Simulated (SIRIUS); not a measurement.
# BAs (F-43m) in SIRIUS: reference runs, part 4 of 4

SIRIUS 7.12.0.

## Step 7: Equation of state, PBEsol, 14.17 Å³/atom (volume scaled by 1.04)

Input file sirius.json:

```json
{
  "control": {
    "processing_unit": "cpu",
    "std_evp_solver_name": "lapack",
    "gen_evp_solver_name": "lapack",
    "verbosity": 2,
    "print_forces": false,
    "ortho_rf": true,
    "use_second_variation": true,
    "rmt_max": 3.0,
    "num_bands_to_print": 21,
    "save_wf": true
  },
  "parameters": {
    "electronic_structure_method": "full_potential_lapwlo",
    "xc_functionals": ["XC_GGA_X_PBE_SOL", "XC_GGA_C_PBE_SOL"],
    "core_relativity": "dirac",
    "valence_relativity": "iora",
    "num_fv_states": 21,
    "smearing": "fermi_dirac",
    "smearing_width": 0.0018374661,
    "pw_cutoff": 21,
    "gk_cutoff": 4.09,
    "lmax_apw": 10,
    "lmax_rho": 8,
    "lmax_pot": 8,
    "num_mag_dims": 0,
    "auto_rmt": 0,
    "ngridk": [10, 10, 10],
    "shiftk": [0, 0, 0],
    "num_dft_iter": 80,
    "energy_tol": 1e-07,
    "density_tol": 1e-05,
    "use_symmetry": true
  },
  "settings": {"tol_ne": 1e-10},
  "iterative_solver": {"type": "exact"},
  "mixer": {"type": "anderson", "beta": 0.5, "max_history": 8},
  "unit_cell": {
    "lattice_vectors": [[0.0, 4.5730072765, 4.5730072765], [4.5730072765, 0.0, 4.5730072765], [4.5730072765, 4.5730072765, 0.0]],
    "atom_types": ["As", "B"],
    "atom_files": {"As": "As.json", "B": "B.json"},
    "atoms": {"As": [[0.75, 0.75, 0.75]], "B": [[0.0, 0.0, 0.0]]}
  }
}
```

Input file As.json:

```json
{
  "name": "arsenic",
  "symbol": "As",
  "number": 33,
  "mass": 74.9216,
  "rmin": 1e-06,
  "rmt": 2.18,
  "nrmt": 800,
  "rinf": 15.07,
  "core": "1s2s2p",
  "valence": [
    {"basis": [{"enu": 0.07, "dme": 0, "n": 0, "auto": 0}, {"enu": 0.07, "dme": 1, "n": 0, "auto": 0}]},
    {"l": 0, "n": 1, "basis": [{"enu": 0.0486, "dme": 0, "n": 0, "auto": 0}]},
    {"l": 1, "n": 2, "basis": [{"enu": 0.17, "dme": 0, "n": 0, "auto": 0}]},
    {"l": 2, "n": 3, "basis": [{"enu": 0.17, "dme": 0, "n": 0, "auto": 0}]},
    {"l": 3, "n": 4, "basis": [{"enu": 0.17, "dme": 0, "n": 0, "auto": 0}]}
  ],
  "lo": [
    {
      "l": 0,
      "basis": [{"enu": 0.0486, "dme": 0, "n": 0, "auto": 0}, {"enu": 0.0486, "dme": 1, "n": 0, "auto": 0}]
    },
    {
      "l": 0,
      "basis": [{"enu": 0.0486, "dme": 1, "n": 0, "auto": 0}, {"enu": 0.0486, "dme": 2, "n": 0, "auto": 0}]
    },
    {
      "l": 0,
      "basis": [{"enu": -6.5808, "dme": 0, "n": 3, "auto": 1}, {"enu": -6.5808, "dme": 1, "n": 3, "auto": 1}]
    },
    {
      "l": 0,
      "basis": [{"enu": 0.0486, "dme": 0, "n": 0, "auto": 0}, {"enu": 2.5736, "dme": 0, "n": 0, "auto": 0}]
    },
    {"l": 1, "basis": [{"enu": 0.17, "dme": 0, "n": 0, "auto": 0}, {"enu": 0.17, "dme": 1, "n": 0, "auto": 0}]},
    {
      "l": 1,
      "basis": [{"enu": -4.5309, "dme": 0, "n": 3, "auto": 1}, {"enu": -4.5309, "dme": 1, "n": 3, "auto": 1}]
    },
    {
      "l": 1,
      "basis": [{"enu": -4.5309, "dme": 1, "n": 3, "auto": 1}, {"enu": 0.17, "dme": 0, "n": 0, "auto": 0}]
    },
    {"l": 1, "basis": [{"enu": 0.17, "dme": 0, "n": 0, "auto": 0}, {"enu": 4.0417, "dme": 0, "n": 0, "auto": 0}]},
    {"l": 2, "basis": [{"enu": 0.17, "dme": 0, "n": 0, "auto": 0}, {"enu": 0.17, "dme": 1, "n": 0, "auto": 0}]},
    {
      "l": 2,
      "basis": [{"enu": -1.1385, "dme": 0, "n": 3, "auto": 1}, {"enu": -1.1385, "dme": 1, "n": 3, "auto": 1}]
    },
    {
      "l": 2,
      "basis": [{"enu": -1.1385, "dme": 1, "n": 3, "auto": 1}, {"enu": 0.17, "dme": 0, "n": 0, "auto": 0}]
    },
    {"l": 2, "basis": [{"enu": 0.17, "dme": 0, "n": 0, "auto": 0}, {"enu": 4.5467, "dme": 0, "n": 0, "auto": 0}]},
    {"l": 3, "basis": [{"enu": 0.17, "dme": 0, "n": 0, "auto": 0}, {"enu": 0.17, "dme": 1, "n": 0, "auto": 0}]},
    {"l": 3, "basis": [{"enu": 0.17, "dme": 0, "n": 0, "auto": 0}, {"enu": 3.8313, "dme": 0, "n": 0, "auto": 0}]}
  ],
  "free_atom": [... radial grid and density of the free atom, the start of the SCF ...]
}
```

Input file B.json:

```json
{
  "name": "boron",
  "symbol": "B",
  "number": 5,
  "mass": 10.811,
  "rmin": 1e-06,
  "rmt": 1.59,
  "nrmt": 800,
  "rinf": 17.81,
  "core": "",
  "valence": [
    {"basis": [{"enu": 0.07, "dme": 0, "n": 0, "auto": 0}, {"enu": 0.07, "dme": 1, "n": 0, "auto": 0}]},
    {"l": 0, "n": 1, "basis": [{"enu": 0.1159, "dme": 0, "n": 0, "auto": 0}]},
    {"l": 1, "n": 2, "basis": [{"enu": 0.17, "dme": 0, "n": 0, "auto": 0}]},
    {"l": 2, "n": 3, "basis": [{"enu": 0.17, "dme": 0, "n": 0, "auto": 0}]},
    {"l": 3, "n": 4, "basis": [{"enu": 0.17, "dme": 0, "n": 0, "auto": 0}]}
  ],
  "lo": [
    {
      "l": 0,
      "basis": [{"enu": 0.1159, "dme": 0, "n": 0, "auto": 0}, {"enu": 0.1159, "dme": 1, "n": 0, "auto": 0}]
    },
    {
      "l": 0,
      "basis": [{"enu": 0.1159, "dme": 1, "n": 0, "auto": 0}, {"enu": 0.1159, "dme": 2, "n": 0, "auto": 0}]
    },
    {
      "l": 0,
      "basis": [{"enu": -6.2564, "dme": 0, "n": 1, "auto": 1}, {"enu": -6.2564, "dme": 1, "n": 1, "auto": 1}]
    },
    {
      "l": 0,
      "basis": [{"enu": 0.1159, "dme": 0, "n": 0, "auto": 0}, {"enu": 4.8625, "dme": 0, "n": 0, "auto": 0}]
    },
    {"l": 1, "basis": [{"enu": 0.17, "dme": 0, "n": 0, "auto": 0}, {"enu": 0.17, "dme": 1, "n": 0, "auto": 0}]},
    {"l": 1, "basis": [{"enu": 0.17, "dme": 1, "n": 0, "auto": 0}, {"enu": 0.17, "dme": 2, "n": 0, "auto": 0}]},
    {"l": 1, "basis": [{"enu": 0.17, "dme": 0, "n": 0, "auto": 0}, {"enu": 5.6286, "dme": 0, "n": 0, "auto": 0}]},
    {"l": 2, "basis": [{"enu": 0.17, "dme": 0, "n": 0, "auto": 0}, {"enu": 0.17, "dme": 1, "n": 0, "auto": 0}]},
    {"l": 2, "basis": [{"enu": 0.17, "dme": 1, "n": 0, "auto": 0}, {"enu": 0.17, "dme": 2, "n": 0, "auto": 0}]},
    {"l": 2, "basis": [{"enu": 0.17, "dme": 0, "n": 0, "auto": 0}, {"enu": 6.3406, "dme": 0, "n": 0, "auto": 0}]},
    {"l": 3, "basis": [{"enu": 0.17, "dme": 0, "n": 0, "auto": 0}, {"enu": 0.17, "dme": 1, "n": 0, "auto": 0}]}
  ],
  "free_atom": [... radial grid and density of the free atom, the start of the SCF ...]
}
```

Input file sirius_start.json:

```json
{
  "control": {
    "processing_unit": "cpu",
    "std_evp_solver_name": "lapack",
    "gen_evp_solver_name": "lapack",
    "verbosity": 1,
    "print_forces": false,
    "ortho_rf": true,
    "use_second_variation": true,
    "rmt_max": 3.0,
    "num_bands_to_print": 21,
    "save_wf": false
  },
  "parameters": {
    "electronic_structure_method": "full_potential_lapwlo",
    "xc_functionals": ["XC_LDA_X", "XC_LDA_C_PW"],
    "core_relativity": "dirac",
    "valence_relativity": "iora",
    "num_fv_states": 21,
    "smearing": "fermi_dirac",
    "smearing_width": 0.0055123983,
    "pw_cutoff": 21,
    "gk_cutoff": 3.27,
    "lmax_apw": 10,
    "lmax_rho": 8,
    "lmax_pot": 8,
    "num_mag_dims": 0,
    "auto_rmt": 0,
    "ngridk": [4, 4, 4],
    "shiftk": [0, 0, 0],
    "num_dft_iter": 30,
    "energy_tol": 0.01,
    "density_tol": 0.05,
    "use_symmetry": true
  },
  "settings": {"tol_ne": 1e-10},
  "iterative_solver": {"type": "exact"},
  "mixer": {"type": "anderson", "beta": 0.5, "max_history": 8},
  "unit_cell": {
    "lattice_vectors": [[0.0, 4.5730072765, 4.5730072765], [4.5730072765, 0.0, 4.5730072765], [4.5730072765, 4.5730072765, 0.0]],
    "atom_types": ["As", "B"],
    "atom_files": {"As": "As.json", "B": "B.json"},
    "atoms": {"As": [[0.75, 0.75, 0.75]], "B": [[0.0, 0.0, 0.0]]}
  }
}
```

Command:

```console
OMP_NUM_THREADS=1 sirius.scf --input=sirius_start.json --output=start.json
OMP_NUM_THREADS=1 sirius.scf --input=sirius.json --output=output.json --task=1
```

Wall time 40 s (1 thread of Intel Xeon Platinum 8488C (Sapphire Rapids), shared host); peak memory 0.46 GiB.

Results (log left out):

- Free energy: -62157.0788 eV
- Band gap on the k mesh: 1.12 eV, indirect (least direct gap 3.20 eV)
- All electrons inside the program's atomic spheres: As 31.02; B 3.43 (radii As 2.18, B 1.59 bohr)

## Step 8: Equation of state, PBEsol, 14.44 Å³/atom (volume scaled by 1.06)

sirius.json: that of step 7 with these lines changed.

```diff
@@ -39,3 +39,3 @@
   "unit_cell": {
-    "lattice_vectors": [[0.0, 4.5730072765, 4.5730072765], [4.5730072765, 0.0, 4.5730072765], [4.5730072765, 4.5730072765, 0.0]],
+    "lattice_vectors": [[0.0, 4.6021354968, 4.6021354968], [4.6021354968, 0.0, 4.6021354968], [4.6021354968, 4.6021354968, 0.0]],
     "atom_types": ["As", "B"],
```

Input file As.json:

```json
{
  "name": "arsenic",
  "symbol": "As",
  "number": 33,
  "mass": 74.9216,
  "rmin": 1e-06,
  "rmt": 2.18,
  "nrmt": 800,
  "rinf": 15.07,
  "core": "1s2s2p",
  "valence": [
    {"basis": [{"enu": 0.06, "dme": 0, "n": 0, "auto": 0}, {"enu": 0.06, "dme": 1, "n": 0, "auto": 0}]},
    {"l": 0, "n": 1, "basis": [{"enu": 0.0386, "dme": 0, "n": 0, "auto": 0}]},
    {"l": 1, "n": 2, "basis": [{"enu": 0.16, "dme": 0, "n": 0, "auto": 0}]},
    {"l": 2, "n": 3, "basis": [{"enu": 0.16, "dme": 0, "n": 0, "auto": 0}]},
    {"l": 3, "n": 4, "basis": [{"enu": 0.16, "dme": 0, "n": 0, "auto": 0}]}
  ],
  "lo": [
    {
      "l": 0,
      "basis": [{"enu": 0.0386, "dme": 0, "n": 0, "auto": 0}, {"enu": 0.0386, "dme": 1, "n": 0, "auto": 0}]
    },
    {
      "l": 0,
      "basis": [{"enu": 0.0386, "dme": 1, "n": 0, "auto": 0}, {"enu": 0.0386, "dme": 2, "n": 0, "auto": 0}]
    },
    {
      "l": 0,
      "basis": [{"enu": -6.5908, "dme": 0, "n": 3, "auto": 1}, {"enu": -6.5908, "dme": 1, "n": 3, "auto": 1}]
    },
    {
      "l": 0,
      "basis": [{"enu": 0.0386, "dme": 0, "n": 0, "auto": 0}, {"enu": 2.5636, "dme": 0, "n": 0, "auto": 0}]
    },
    {"l": 1, "basis": [{"enu": 0.16, "dme": 0, "n": 0, "auto": 0}, {"enu": 0.16, "dme": 1, "n": 0, "auto": 0}]},
    {
      "l": 1,
      "basis": [{"enu": -4.5409, "dme": 0, "n": 3, "auto": 1}, {"enu": -4.5409, "dme": 1, "n": 3, "auto": 1}]
    },
    {
      "l": 1,
      "basis": [{"enu": -4.5409, "dme": 1, "n": 3, "auto": 1}, {"enu": 0.16, "dme": 0, "n": 0, "auto": 0}]
    },
    {"l": 1, "basis": [{"enu": 0.16, "dme": 0, "n": 0, "auto": 0}, {"enu": 4.0317, "dme": 0, "n": 0, "auto": 0}]},
    {"l": 2, "basis": [{"enu": 0.16, "dme": 0, "n": 0, "auto": 0}, {"enu": 0.16, "dme": 1, "n": 0, "auto": 0}]},
    {
      "l": 2,
      "basis": [{"enu": -1.1485, "dme": 0, "n": 3, "auto": 1}, {"enu": -1.1485, "dme": 1, "n": 3, "auto": 1}]
    },
    {
      "l": 2,
      "basis": [{"enu": -1.1485, "dme": 1, "n": 3, "auto": 1}, {"enu": 0.16, "dme": 0, "n": 0, "auto": 0}]
    },
    {"l": 2, "basis": [{"enu": 0.16, "dme": 0, "n": 0, "auto": 0}, {"enu": 4.5367, "dme": 0, "n": 0, "auto": 0}]},
    {"l": 3, "basis": [{"enu": 0.16, "dme": 0, "n": 0, "auto": 0}, {"enu": 0.16, "dme": 1, "n": 0, "auto": 0}]},
    {"l": 3, "basis": [{"enu": 0.16, "dme": 0, "n": 0, "auto": 0}, {"enu": 3.8213, "dme": 0, "n": 0, "auto": 0}]}
  ],
  "free_atom": [... radial grid and density of the free atom, the start of the SCF ...]
}
```

Input file B.json:

```json
{
  "name": "boron",
  "symbol": "B",
  "number": 5,
  "mass": 10.811,
  "rmin": 1e-06,
  "rmt": 1.59,
  "nrmt": 800,
  "rinf": 17.81,
  "core": "",
  "valence": [
    {"basis": [{"enu": 0.06, "dme": 0, "n": 0, "auto": 0}, {"enu": 0.06, "dme": 1, "n": 0, "auto": 0}]},
    {"l": 0, "n": 1, "basis": [{"enu": 0.1059, "dme": 0, "n": 0, "auto": 0}]},
    {"l": 1, "n": 2, "basis": [{"enu": 0.16, "dme": 0, "n": 0, "auto": 0}]},
    {"l": 2, "n": 3, "basis": [{"enu": 0.16, "dme": 0, "n": 0, "auto": 0}]},
    {"l": 3, "n": 4, "basis": [{"enu": 0.16, "dme": 0, "n": 0, "auto": 0}]}
  ],
  "lo": [
    {
      "l": 0,
      "basis": [{"enu": 0.1059, "dme": 0, "n": 0, "auto": 0}, {"enu": 0.1059, "dme": 1, "n": 0, "auto": 0}]
    },
    {
      "l": 0,
      "basis": [{"enu": 0.1059, "dme": 1, "n": 0, "auto": 0}, {"enu": 0.1059, "dme": 2, "n": 0, "auto": 0}]
    },
    {
      "l": 0,
      "basis": [{"enu": -6.2664, "dme": 0, "n": 1, "auto": 1}, {"enu": -6.2664, "dme": 1, "n": 1, "auto": 1}]
    },
    {
      "l": 0,
      "basis": [{"enu": 0.1059, "dme": 0, "n": 0, "auto": 0}, {"enu": 4.8525, "dme": 0, "n": 0, "auto": 0}]
    },
    {"l": 1, "basis": [{"enu": 0.16, "dme": 0, "n": 0, "auto": 0}, {"enu": 0.16, "dme": 1, "n": 0, "auto": 0}]},
    {"l": 1, "basis": [{"enu": 0.16, "dme": 1, "n": 0, "auto": 0}, {"enu": 0.16, "dme": 2, "n": 0, "auto": 0}]},
    {"l": 1, "basis": [{"enu": 0.16, "dme": 0, "n": 0, "auto": 0}, {"enu": 5.6186, "dme": 0, "n": 0, "auto": 0}]},
    {"l": 2, "basis": [{"enu": 0.16, "dme": 0, "n": 0, "auto": 0}, {"enu": 0.16, "dme": 1, "n": 0, "auto": 0}]},
    {"l": 2, "basis": [{"enu": 0.16, "dme": 1, "n": 0, "auto": 0}, {"enu": 0.16, "dme": 2, "n": 0, "auto": 0}]},
    {"l": 2, "basis": [{"enu": 0.16, "dme": 0, "n": 0, "auto": 0}, {"enu": 6.3306, "dme": 0, "n": 0, "auto": 0}]},
    {"l": 3, "basis": [{"enu": 0.16, "dme": 0, "n": 0, "auto": 0}, {"enu": 0.16, "dme": 1, "n": 0, "auto": 0}]}
  ],
  "free_atom": [... radial grid and density of the free atom, the start of the SCF ...]
}
```

sirius_start.json: that of step 7 with these lines changed.

```diff
@@ -39,3 +39,3 @@
   "unit_cell": {
-    "lattice_vectors": [[0.0, 4.5730072765, 4.5730072765], [4.5730072765, 0.0, 4.5730072765], [4.5730072765, 4.5730072765, 0.0]],
+    "lattice_vectors": [[0.0, 4.6021354968, 4.6021354968], [4.6021354968, 0.0, 4.6021354968], [4.6021354968, 4.6021354968, 0.0]],
     "atom_types": ["As", "B"],
```

Command:

```console
OMP_NUM_THREADS=1 sirius.scf --input=sirius_start.json --output=start.json
OMP_NUM_THREADS=1 sirius.scf --input=sirius.json --output=output.json --task=1
```

Run time: 41 s. Hardware: 1 thread of Intel Xeon Platinum 8488C (Sapphire Rapids), shared host; peak memory 0.47 GiB.

The run converged. Its results:

```yaml
Free_energy: -62157.0554 eV
Band_gap_on_the_k_mesh: 1.14 eV, indirect (least direct gap 3.17 eV)
All_electrons_inside_the_program's_atomic_spheres: As 31.00; B 3.41 (radii As 2.18, B 1.59 bohr)
```

## Step 9: Equation of state, PBEsol

Potentials or basis: all-electron FP-LAPW, apw+lo standard.

This step only gathers the single runs of the series.

What came out:

* Equilibrium volume: 13.55 Å³/atom
* Bulk modulus: 140 GPa
* Pressure derivative of the bulk modulus: 3.9

Energy against volume, from the lowest point:
| volume (Å³/atom) | energy (meV/atom) |
| --- | --- |
| 12.809 | 19.08 |
| 13.081 | 7.25 |
| 13.354 | 0.99 |
| 13.626 | 0.00 |
| 13.899 | 3.65 |
| 14.171 | 11.52 |
| 14.444 | 23.20 |

## Step 10: Comparison with measurements

Step 9. Against the measured bulk modulus of BAs, 148 GPa (quoted in “Basic Physical Properties of Cubic Boron Arsenide”, 2019, arxiv:1911.11281), the calculated 140 GPa is off by -5.2 %. The fit is for a static lattice scaled at fixed shape and fixed fractional positions.
